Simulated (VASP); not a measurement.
# TePb (Fm-3m) in VASP: further runs

The runs below take TePb through single point, with PBE.

All numbers are computed with VASP 6.6.1; they aren't measurements. Logs are shortened: lines on timing, memory, paths and dates and some standing lists are left out, and cuts for length are marked.

**The experiment to reproduce.**

From a printed reference work, monograph, for a bulk crystal of TePb at 4.2 K: band gap 0.19 eV (direct).

The results are compared with them further down.

### Step 1. The cell of the first run

Symmetry: Fm-3m, No. 225, cubic system. The conventional cell has a = 6.572 Å, b = 6.572 Å, c = 6.572 Å, α = 90.00°, β = 90.00°, γ = 90.00°. Te (site symmetry m-3m) has 6 Pb at 3.29 Å within 4.3 Å. Within 4.3 Å of Pb (site symmetry m-3m) lie 6 Te at 3.29 Å.

### Step 2. Single point, PBE

File INCAR:

```
  ALGO = Normal
  EDIFF = 1E-6
  ENCUT = 500
  GGA = PE
  GGA_COMPAT = False
  ISIF = 2
  ISMEAR = 0
  LASPH = True
  LCHARG = False
  LREAL = False
  LWAVE = False
  NBANDS = 17
  NELM = 120
  PREC = Accurate
  SIGMA = 0.02
```

File KPOINTS:

```
k-points
0
Gamma
  8 8 8
```

File POSCAR:

```
TePb
1.0
    0.0000000000      3.2860508033      3.2860508033
    3.2860508033      0.0000000000      3.2860508033
    3.2860508033      3.2860508033      0.0000000000
Te Pb
1 1
Direct
    0.5000000000      0.5000000000      0.5000000000
    0.0000000000      0.0000000000      0.0000000000
```

Potentials or basis: VASP PAW PBE potentials, release 64 (Te, Pb_d).

Launch:

```sh
$ cat potpaw_PBE.64/Te/POTCAR potpaw_PBE.64/Pb_d/POTCAR > POTCAR
$ mpirun -np 1 vasp_std > vasp.out
```

OUTCAR:

```text
EDIFF = 1E-6
   ENCUT = 500
   GGA = PE
   ISIF = 2
   ISMEAR = 0
   LASPH = True
   LREAL = False
   NELM = 120
   PREC = Accurate

 ion  position               nearest neighbor table
   1  0.500  0.500  0.500-   2 3.29   2 3.29   2 3.29   2 3.29   2 3.29   2 3.29
   2  0.000  0.000  0.000-   1 3.29   1 3.29   1 3.29   1 3.29   1 3.29   1 3.29

  LATTYP: Found a face centered cubic cell.
 ALAT       =     6.5721016066

  Lattice vectors:

 A1 = (   0.0000000000,   3.2860508033,   3.2860508033)
 A2 = (   3.2860508033,   0.0000000000,   3.2860508033)
 A3 = (   3.2860508033,   3.2860508033,   0.0000000000)

Analysis of symmetry for initial positions (statically):
=====================================================================
 Subroutine PRICEL returns:
 Original cell was already a primitive cell.

 Routine SETGRP: Setting up the symmetry group for a
 face centered cubic supercell.

 Subroutine GETGRP returns: Found 48 space group operations
 (whereof 48 operations were pure point group operations)
 out of a pool of 48 trial point group operations.

The static configuration has the point symmetry O_h .

Analysis of symmetry for dynamics (positions and initial velocities):
=====================================================================
 Subroutine PRICEL returns:
 Original cell was already a primitive cell.

 Routine SETGRP: Setting up the symmetry group for a
 face centered cubic supercell.

 Subroutine GETGRP returns: Found 48 space group operations
 (whereof 48 operations were pure point group operations)
 out of a pool of 48 trial point group operations.

The dynamic configuration has the point symmetry O_h .

 Subroutine INISYM returns: Found 48 space group operations
 (whereof 48 operations are pure point group operations),
 and found     1 'primitive' translations

----------------------------------------------------------------------------------------

                                     Primitive cell

  volume of cell :      70.9664

  direct lattice vectors                    reciprocal lattice vectors
     0.000000000  3.286050803  3.286050803    -0.152158329  0.152158329  0.152158329
     3.286050803  0.000000000  3.286050803     0.152158329 -0.152158329  0.152158329
     3.286050803  3.286050803  0.000000000     0.152158329  0.152158329 -0.152158329

  length of vectors
     4.647177613  4.647177613  4.647177613     0.263545957  0.263545957  0.263545957

  position of ions in fractional coordinates (direct lattice)
     0.500000000  0.500000000  0.500000000
     0.000000000  0.000000000  0.000000000

  ion indices of the primitive-cell ions
   primitive index   ion index
                 1           1
                 2           2

----------------------------------------------------------------------------------------

 KPOINTS: k-points

Automatic generation of k-mesh.
 Grid dimensions read from file:
 generate k-points for:    8    8    8

 Generating k-lattice:

  Cartesian coordinates                     Fractional coordinates (reciprocal lattice)
    -0.019019791  0.019019791  0.019019791     0.125000000  0.000000000  0.000000000
     0.019019791 -0.019019791  0.019019791     0.000000000  0.125000000  0.000000000
     0.019019791  0.019019791 -0.019019791     0.000000000  0.000000000  0.125000000

  Length of vectors
     0.032943245  0.032943245  0.032943245

  Shift w.r.t. Gamma in fractional coordinates (k-lattice)
     0.000000000  0.000000000  0.000000000

 Subroutine IBZKPT returns following result:
 ===========================================

 Found     29 irreducible k-points:

 Following reciprocal coordinates:
            Coordinates               Weight
  0.000000  0.000000  0.000000      1.000000
  0.125000  0.000000  0.000000      8.000000
  0.250000  0.000000  0.000000      8.000000
  0.375000  0.000000  0.000000      8.000000
  0.500000  0.000000  0.000000      4.000000
  0.125000  0.125000  0.000000      6.000000
[... 16 lines left out ...]
  0.500000  0.250000  0.125000     48.000000
 -0.375000  0.250000  0.125000     24.000000
 [... further k-points ...]
   k-points           NKPTS =     29   k-points in BZ     NKDIM =     29   number of bands    NBANDS=     17
   number of dos      NEDOS =    301   number of ions     NIONS =      2
   total plane-waves  NPLWV =  46656
   dimension x,y,z NGX =    36 NGY =   36 NGZ =   36
   dimension x,y,z NGXF=    72 NGYF=   72 NGZF=   72
   ions per type =               1   1
   NGX,Y,Z   is equivalent  to a cutoff of  12.88, 12.88, 12.88 a.u.
   NGXF,Y,Z  is equivalent  to a cutoff of  25.76, 25.76, 25.76 a.u.
 SYSTEM =  unknown system
   PREC   = accura    normal or accurate (medium, high low for compatibility)
   ISTART =      0    job   : 0-new  1-cont  2-samecut
   ICHARG =      2    charge: 1-file 2-atom 10-const
   ISPIN  =      1    spin polarized calculation?
   LNONCOLLINEAR =      F non collinear calculations
   LSORBIT =      F    spin-orbit coupling
   LASPH  =      T    aspherical Exc in radial PAW
   ENCUT  =  500.0 eV  36.75 Ry    6.06 a.u.   8.47  8.47  8.47*2*pi/ulx,y,z
   NELM   =    120;   NELMIN=  2; NELMDL= -5     # of ELM steps
   EDIFF  = 0.1E-05   stopping-criterion for ELM
   LREAL  =      F    real-space projection
[... 7 lines left out ...]
   TEBEG  =    0.0;   TEEND  =   0.0 temperature during run
   PSTRESS=    0.0 pullay stress
   NELECT =      20.0000    total number of electrons
   NUPDOWN=      -1.0000    fix difference up-down
   EMIN   =  10.00;   EMAX   =-10.00  energy-range for DOS
   EFERMI =   0.00;   METHOD = LEGACY
   ISMEAR =     0;   SIGMA  =   0.02  broadening in eV -4-tet -1-fermi 0-gaus
   EFERMI_NEDOS =   21; number of points for ismear=-14 and -15
   IALGO  =     38    algorithm
   IMIX   =      4    mixing-type and parameters
     AMIX     =   0.40;   BMIX     =  1.00
     AMIX_MAG =   1.60;   BMIX_MAG =  1.00
  volume/ion in A,a.u.               =      35.48       239.45
  Fermi-wavevector in a.u.,A,eV,Ry     =   1.073332  2.028303 15.674464  1.152041
  Thomas-Fermi vector in A             =   2.209128
   LORBIT       =      0    0 simple, 1 ext, 2 COOP (PROOUT), +10 PAW based schemes
   GGA     = PE    functional components
   LHFCALC =     F    Hartree Fock is set to
   AEXX    =    0.0000 exact exchange contribution
   IVDW    =     0    specifies the selected vdW correction
   LEPSILON=     F    determine dielectric tensor
   LRPA    =     F    only Hartree local field effects (RPA)
 non-spin polarized calculation
 Gauss-broadening in eV      SIGMA  =   0.02
  energy-cutoff  :      500.00
  volume of cell :       70.97
 maximum number of plane-waves:      1826
 NGX is ok and might be reduce to    36
   NGX = 17   NGY = 17   NGZ = 17

 number of electron      19.9999999 magnetization

 Free energy of the ion-electron system (eV)
  ---------------------------------------------------
  ext. energy  EPLUGINS =         0.00000000
  ---------------------------------------------------
  free energy    TOTEN  =        -7.52301385 eV

  energy without entropy =       -7.52301385  energy(sigma->0) =       -7.52301385

 E-fermi :   5.0902     XC(G=0):  -9.0739

 val. band max:        4.9789176252   @ k =   0.5000   0.0000   0.0000
 cond. band min:       5.8136376987   @ k =   0.5000   0.0000   0.0000
 fundamental gap:      0.8347200735
 Fermi energy:         5.0901627103

 k-point     1 :       0.0000    0.0000    0.0000
  band No.  band energies     occupation
      1     -11.6614      2.00000
      2     -11.6614      2.00000
      3     -11.6558      2.00000
      4     -11.6558      2.00000
      5     -11.6558      2.00000
      6      -6.6250      2.00000
[... 9 lines left out ...]
     16      10.8967      0.00000
     17      12.3846      0.00000

 k-point     2 :       0.1250    0.0000    0.0000
  band No.  band energies     occupation
      1     -11.6628      2.00000
      2     -11.6628      2.00000
      3     -11.6555      2.00000
      4     -11.6541      2.00000
      5     -11.6541      2.00000
      6      -6.5006      2.00000
[... 9 lines left out ...]
     16      11.1773      0.00000
     17      13.3097      0.00000

 k-point     3 :       0.2500    0.0000    0.0000
  band No.  band energies     occupation
      1     -11.6669      2.00000
      2     -11.6669      2.00000
      3     -11.6546      2.00000
      4     -11.6490      2.00000
      5     -11.6490      2.00000
      6      -6.1445      2.00000
[... 9 lines left out ...]
     16      11.9477      0.00000
     17      15.0561      0.00000

 k-point     4 :       0.3750    0.0000    0.0000
  band No.  band energies     occupation
      1     -11.6712      2.00000
      2     -11.6712      2.00000
      3     -11.6538      2.00000
      4     -11.6438      2.00000
      5     -11.6438      2.00000
      6      -5.6391      2.00000
[... 9 lines left out ...]
     16      13.1299      0.00000
     17      15.4809      0.00000

 k-point     5 :       0.5000    0.0000    0.0000
  band No.  band energies     occupation
      1     -11.6730      2.00000
      2     -11.6730      2.00000
      3     -11.6535      2.00000
      4     -11.6416      2.00000
      5     -11.6416      2.00000
      6      -5.3198      2.00000
[... 9 lines left out ...]
     16      14.2422      0.00000
     17      14.2422      0.00000

 k-point     6 :       0.1250    0.1250    0.0000
  band No.  band energies     occupation
      1     -11.6662      2.00000
      2     -11.6600      2.00000
      3     -11.6570      2.00000
      4     -11.6529      2.00000
      5     -11.6529      2.00000
      6      -6.4597      2.00000
[... 9 lines left out ...]
     16      11.6538      0.00000
     17      12.7469      0.00000
[... 281 lines left out ...]
 k-point    21 :       0.5000    0.5000    0.0000
  band No.  band energies     occupation
      1     -11.7082      2.00000
      2     -11.6636      2.00000
      3     -11.6523      2.00000
      4     -11.6349      2.00000
      5     -11.6349      2.00000
      6      -5.1194      2.00000
[... 9 lines left out ...]
     16      15.5971      0.00000
     17      15.9295      0.00000

 k-point    22 :       0.3750    0.2500    0.1250
  band No.  band energies     occupation
      1     -11.6779      2.00000
      2     -11.6622      2.00000
      3     -11.6566      2.00000
      4     -11.6459      2.00000
      5     -11.6447      2.00000
      6      -5.8552      2.00000
[... 9 lines left out ...]
     16      13.5615      0.00000
     17      13.9604      0.00000

 k-point    23 :       0.5000    0.2500    0.1250
  band No.  band energies     occupation
      1     -11.6820      2.00000
      2     -11.6655      2.00000
      3     -11.6535      2.00000
      4     -11.6445      2.00000
      5     -11.6414      2.00000
      6      -5.4133      2.00000
[... 9 lines left out ...]
     16      13.8835      0.00000
     17      14.9110      0.00000

 k-point    24 :      -0.3750    0.2500    0.1250
  band No.  band energies     occupation
      1     -11.6833      2.00000
      2     -11.6673      2.00000
      3     -11.6505      2.00000
      4     -11.6461      2.00000
      5     -11.6397      2.00000
      6      -5.1570      2.00000
[... 9 lines left out ...]
     16      14.7626      0.00000
     17      15.0396      0.00000

 [... further k-points ...]
[... 5 lines left out ...]
  --------------------------------------------------------------------------------------
  -------------------------------------------------------------------------------------
  Total       -0.0423558     -0.0423558     -0.0423558     -0.0000000      0.0000000      0.0000000
  in kB       -0.9562483     -0.9562483     -0.9562483     -0.0000000      0.0000000      0.0000000
  external PRESSURE =      -0.9562483 kB  Pullay stress =       0.0000000 kB

 VOLUME and BASIS-vectors are now :
 -----------------------------------------------------------------------------
  energy-cutoff  :      500.00
  volume of cell :       70.97
      direct lattice vectors                 reciprocal lattice vectors
     0.000000000  3.286050803  3.286050803    -0.152158329  0.152158329  0.152158329
     3.286050803  0.000000000  3.286050803     0.152158329 -0.152158329  0.152158329
     3.286050803  3.286050803  0.000000000     0.152158329  0.152158329 -0.152158329

 POSITION                                       TOTAL-FORCE (eV/Angst)
 -----------------------------------------------------------------------------------
      3.28605      3.28605      3.28605        -0.000000      0.000000     -0.000000
      0.00000      0.00000      0.00000         0.000000      0.000000      0.000000
 -----------------------------------------------------------------------------------
    total drift:                               -0.000000      0.000000      0.000000

  FREE ENERGIE OF THE ION-ELECTRON SYSTEM (eV)
  ---------------------------------------------------
  free  energy   TOTEN  =        -7.5230138525 eV

  energy  without entropy=       -7.5230138525  energy(sigma->0) =       -7.52301385
```

Run time: 27 s. Hardware: 1 thread of Intel Xeon Platinum 8488C (Sapphire Rapids), shared host; peak memory 0.21 GiB.

What came out:

| Item | Value |
| --- | --- |
| Free energy | -7.5230 eV |
| Pressure | -0.1 GPa |
| Band gap on the k mesh | 0.83 eV, direct |

Levels at points of the mesh, in eV from the valence-band top:
```tsv
k point	band 6	band 7	band 8	band 9	band 10	band 11	band 12	band 13	band 14	band 15
(0.00, 0.00, 0.00)	-11.60	-5.71	-1.15	-1.15	-1.15	4.02	4.02	4.02	5.92	5.92
(0.50, 0.00, 0.00)	-10.30	-8.33	-0.73	-0.73	0.00	0.83	1.40	1.40	8.34	9.14
(0.50, 0.50, 0.00)	-10.10	-7.21	-4.10	-2.51	-2.51	3.51	5.30	5.30	6.43	10.00
```

Caveat: spin-orbit coupling is left out, which moves the levels of the heavy elements.

(Part 1 of 3 ends here.)
